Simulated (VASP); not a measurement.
# Pt (Fm-3m) in VASP: notebook, part 2 of 2

VASP 6.6.1.

## (3) Relaxation of cell and atoms, PBEsol

This run uses another cell than the first one, of 15.01 Å³/atom, 0.996 times its volume.

INCAR

```
SYSTEM = Pt
PREC = Accurate
ENCUT = 520
EDIFF = 1E-7
ISMEAR = 0
SIGMA = 0.1
LREAL = .False.
LASPH = .True.
NELM = 80
ALGO = Normal
ISIF = 3
LWAVE = .False.
LCHARG = .False.
GGA = PS
IBRION = 2
NSW = 80
EDIFFG = -0.002
```

KPOINTS

```
Automatic mesh
0
Gamma
  18 18 18
  0 0 0
```

POSCAR

```
Pt                                      
1.0
    0.0000000000      1.9580469719      1.9580469719
    1.9580469719      0.0000000000      1.9580469719
    1.9580469719      1.9580469719      0.0000000000
  Pt            
     1
Direct
     0.0000000000000000    0.0000000000000000    0.0000000000000000
```

Potentials or basis: VASP PAW PBE potentials, release 64 (Pt).

The run is started by

```bash
$ cat potpaw_PBE.64/Pt/POTCAR > POTCAR
$ mpirun -np 1 vasp_std > vasp.out
```

OUTCAR:

```text
SYSTEM = Pt
   PREC = Accurate
   ENCUT = 520
   EDIFF = 1E-7
   ISMEAR = 0
   LREAL = .False.
   LASPH = .True.
   NELM = 80
   ISIF = 3
   GGA = PS
   IBRION = 2
   NSW = 80
   EDIFFG = -0.002

 ion  position               nearest neighbor table
   1  0.000  0.000  0.000-

  LATTYP: Found a face centered cubic cell.
 ALAT       =     3.9160939438

  Lattice vectors:

 A1 = (   0.0000000000,   1.9580469719,   1.9580469719)
 A2 = (   1.9580469719,   0.0000000000,   1.9580469719)
 A3 = (   1.9580469719,   1.9580469719,   0.0000000000)

Analysis of symmetry for initial positions (statically):
=====================================================================
 Subroutine PRICEL returns:
 Original cell was already a primitive cell.

 Routine SETGRP: Setting up the symmetry group for a
 face centered cubic supercell.

 Subroutine GETGRP returns: Found 48 space group operations
 (whereof 48 operations were pure point group operations)
 out of a pool of 48 trial point group operations.

The static configuration has the point symmetry O_h .

Analysis of symmetry for dynamics (positions and initial velocities):
=====================================================================
 Subroutine PRICEL returns:
 Original cell was already a primitive cell.

 Routine SETGRP: Setting up the symmetry group for a
 face centered cubic supercell.

 Subroutine GETGRP returns: Found 48 space group operations
 (whereof 48 operations were pure point group operations)
 out of a pool of 48 trial point group operations.

The dynamic configuration has the point symmetry O_h .

 Subroutine INISYM returns: Found 48 space group operations
 (whereof 48 operations are pure point group operations),
 and found     1 'primitive' translations

----------------------------------------------------------------------------------------

                                     Primitive cell

  volume of cell :      15.0141

  direct lattice vectors                    reciprocal lattice vectors
     0.000000000  1.958046972  1.958046972    -0.255356489  0.255356489  0.255356489
     1.958046972  0.000000000  1.958046972     0.255356489 -0.255356489  0.255356489
     1.958046972  1.958046972  0.000000000     0.255356489  0.255356489 -0.255356489

  length of vectors
     2.769096583  2.769096583  2.769096583     0.442290413  0.442290413  0.442290413

  position of ions in fractional coordinates (direct lattice)
     0.000000000  0.000000000  0.000000000

  ion indices of the primitive-cell ions
   primitive index   ion index
                 1           1

----------------------------------------------------------------------------------------

 KPOINTS: Automatic mesh

Automatic generation of k-mesh.
 Grid dimensions read from file:
 generate k-points for:   18   18   18

 Generating k-lattice:

  Cartesian coordinates                     Fractional coordinates (reciprocal lattice)
    -0.014186472  0.014186472  0.014186472     0.055555556  0.000000000  0.000000000
     0.014186472 -0.014186472  0.014186472     0.000000000  0.055555556  0.000000000
     0.014186472  0.014186472 -0.014186472     0.000000000  0.000000000  0.055555556

  Length of vectors
     0.024571690  0.024571690  0.024571690

  Shift w.r.t. Gamma in fractional coordinates (k-lattice)
     0.000000000  0.000000000  0.000000000

 Subroutine IBZKPT returns following result:
 ===========================================

 Found    195 irreducible k-points:

 Following reciprocal coordinates:
            Coordinates               Weight
  0.000000  0.000000  0.000000      1.000000
  0.055556  0.000000  0.000000      8.000000
  0.111111  0.000000  0.000000      8.000000
  0.166667  0.000000  0.000000      8.000000
  0.222222  0.000000  0.000000      8.000000
  0.277778  0.000000  0.000000      8.000000
[... 16 lines left out ...]
 -0.277778  0.055556  0.000000     24.000000
 -0.222222  0.055556  0.000000     24.000000
 [... further k-points ...]
   k-points           NKPTS =    195   k-points in BZ     NKDIM =    195   number of bands    NBANDS=      9
   number of dos      NEDOS =    301   number of ions     NIONS =      1
   total plane-waves  NPLWV =  13824
   dimension x,y,z NGX =    24 NGY =   24 NGZ =   24
   dimension x,y,z NGXF=    48 NGYF=   48 NGZF=   48
   ions per type =               1
   NGX,Y,Z   is equivalent  to a cutoff of  14.41, 14.41, 14.41 a.u.
   NGXF,Y,Z  is equivalent  to a cutoff of  28.82, 28.82, 28.82 a.u.
 SYSTEM =  Pt
   PREC   = accura    normal or accurate (medium, high low for compatibility)
   ISTART =      0    job   : 0-new  1-cont  2-samecut
   ICHARG =      2    charge: 1-file 2-atom 10-const
   ISPIN  =      1    spin polarized calculation?
   LNONCOLLINEAR =      F non collinear calculations
   LSORBIT =      F    spin-orbit coupling
   LASPH  =      T    aspherical Exc in radial PAW
   ENCUT  =  520.0 eV  38.22 Ry    6.18 a.u.   5.15  5.15  5.15*2*pi/ulx,y,z
   NELM   =     80;   NELMIN=  2; NELMDL= -5     # of ELM steps
   EDIFF  = 0.1E-06   stopping-criterion for ELM
   LREAL  =      F    real-space projection
   EDIFFG = -.2E-02   stopping-criterion for IOM
   NSW    =     80    number of steps for IOM
   IBRION =      2    ionic relax: 0-MD 1-quasi-New 2-CG
   NFREE  =      1    steps in history (QN), initial steepest desc. (CG)
   ISIF   =      3    stress and relaxation
   ISYM   =      2    0-nonsym 1-usesym 2-fastsym
   POTIM  = 0.5000    time-step for ionic-motion
   TEBEG  =    0.0;   TEEND  =   0.0 temperature during run
   PSTRESS=    0.0 pullay stress
   NELECT =      10.0000    total number of electrons
   NUPDOWN=      -1.0000    fix difference up-down
   EMIN   =  10.00;   EMAX   =-10.00  energy-range for DOS
   EFERMI =   0.00;   METHOD = LEGACY
   ISMEAR =     0;   SIGMA  =   0.10  broadening in eV -4-tet -1-fermi 0-gaus
   EFERMI_NEDOS =   21; number of points for ismear=-14 and -15
   IALGO  =     38    algorithm
   IMIX   =      4    mixing-type and parameters
     AMIX     =   0.40;   BMIX     =  1.00
     AMIX_MAG =   1.60;   BMIX_MAG =  1.00
  volume/ion in A,a.u.               =      15.01       101.32
  Fermi-wavevector in a.u.,A,eV,Ry     =   1.429689  2.701721 27.810472  2.044012
  Thomas-Fermi vector in A             =   2.549616
   LORBIT       =      0    0 simple, 1 ext, 2 COOP (PROOUT), +10 PAW based schemes
   GGA     = PS    functional components
   LHFCALC =     F    Hartree Fock is set to
   AEXX    =    0.0000 exact exchange contribution
   IVDW    =     0    specifies the selected vdW correction
   LEPSILON=     F    determine dielectric tensor
   LRPA    =     F    only Hartree local field effects (RPA)
 conjugate gradient relaxation of ions
 non-spin polarized calculation
 Gauss-broadening in eV      SIGMA  =   0.10
  energy-cutoff  :      520.00
  volume of cell :       15.01
 maximum number of plane-waves:       419
 NGX is ok and might be reduce to    24
   NGX = 11   NGY = 11   NGZ = 11

 number of electron      10.0000000 magnetization

 Free energy of the ion-electron system (eV)
  ---------------------------------------------------
  ext. energy  EPLUGINS =         0.00000000
  ---------------------------------------------------
  free energy    TOTEN  =        -6.96550122 eV

  energy without entropy =       -6.95488555  energy(sigma->0) =       -6.96019339

 E-fermi :  11.1839     XC(G=0): -13.6548

 val. band max:       11.1834871074   @ k =  -0.3333   0.3889   0.1111
 cond. band min:      11.1942459689   @ k =   0.3889   0.2222   0.0000
 fundamental gap:      0.0107588615
 Fermi energy:        11.1839270116

 k-point     1 :       0.0000    0.0000    0.0000
  band No.  band energies     occupation
      1       0.8358      2.00000
      2       7.3478      2.00000
      3       7.3478      2.00000
      4       7.3478      2.00000
      5       9.5420      2.00000
      6       9.5420      2.00000
      7      25.7944      0.00000
      8      30.7766      0.00000
      9      30.7766      0.00000
[... 265 lines left out ...]
 k-point    24 :      -0.2222    0.0556    0.0000
  band No.  band energies     occupation
      1       2.8937      2.00000
      2       6.8426      2.00000
      3       7.7453      2.00000
      4       7.8146      2.00000
      5       9.3397      2.00000
      6      10.0285      2.00000
      7      24.8485      0.00000
      8      27.7221      0.00000
      9      32.2563      0.00000

 [... further k-points ...]

------------------------ aborting loop because EDIFF is reached ----------------------------------------

  FORCE on cell =-STRESS in cart. coord.  units (eV):
  Direction    XX          YY          ZZ          XY          YZ          ZX
  --------------------------------------------------------------------------------------
  -------------------------------------------------------------------------------------
  Total        0.0004542      0.0004542      0.0004542      0.0000000      0.0000000     -0.0000000
  in kB        0.0484703      0.0484703      0.0484703      0.0000000      0.0000000     -0.0000000
  external PRESSURE =       0.0484703 kB  Pullay stress =       0.0000000 kB

 VOLUME and BASIS-vectors are now :
 -----------------------------------------------------------------------------
  energy-cutoff  :      520.00
  volume of cell :       15.01
      direct lattice vectors                 reciprocal lattice vectors
     0.000000000  1.958046972  1.958046972    -0.255356489  0.255356489  0.255356489
     1.958046972  0.000000000  1.958046972     0.255356489 -0.255356489  0.255356489
     1.958046972  1.958046972  0.000000000     0.255356489  0.255356489 -0.255356489

 POSITION                                       TOTAL-FORCE (eV/Angst)
 -----------------------------------------------------------------------------------
      0.00000      0.00000      0.00000         0.000000     -0.000000      0.000000
 -----------------------------------------------------------------------------------
    total drift:                               -0.000000      0.000000     -0.000000

  FREE ENERGIE OF THE ION-ELECTRON SYSTEM (eV)
  ---------------------------------------------------
  free  energy   TOTEN  =        -6.9655012215 eV

  energy  without entropy=       -6.9548855494  energy(sigma->0) =       -6.96019339

 reached required accuracy - stopping structural energy minimisation
```

CONTCAR:

```text
Pt
   1.00000000000000
     0.0000000000000000    1.9580469719000000    1.9580469719000000
     1.9580469719000000    0.0000000000000000    1.9580469719000000
     1.9580469719000000    1.9580469719000000    0.0000000000000000
  Pt
     1
Direct
     0.0000000000000000    0.0000000000000000    0.0000000000000000

  0.00000000E+00  0.00000000E+00  0.00000000E+00
```

Run time: 41 s. Hardware: 1 thread of AMD EPYC 7R43 (Zen 3), shared host; peak memory 0.13 GiB.

Results:

- Free energy: -6.9655 eV
- Pressure after relaxing: 0.0 GPa
- Band gap on the k mesh: none (metal or under the smearing width)

Final structure:
```
CELL_PARAMETERS angstrom
0.00000 1.95805 1.95805
1.95805 0.00000 1.95805
1.95805 1.95805 0.00000
ATOMIC_POSITIONS crystal
Pt 0.00000 0.00000 0.00000
```

Levels at points of the mesh, in eV from the Fermi level:
```tsv
k point	band 1	band 2	band 3	band 4	band 5	band 6	band 7	band 8	band 9
(0.00, 0.00, 0.00)	-10.35	-3.84	-3.84	-3.84	-1.64	-1.64	14.61	19.59	19.59
(0.50, 0.00, 0.00)	-7.42	-3.90	-3.90	-0.57	0.04	0.04	5.83	14.16	18.97
(0.50, 0.50, 0.00)	-7.16	-6.70	0.02	0.49	0.49	1.70	8.88	11.35	11.35
```

Caveat: the relaxation stopped at its first step, so nothing moved; the PAW data sets were made with another functional, which shifts forces and pressure a little.
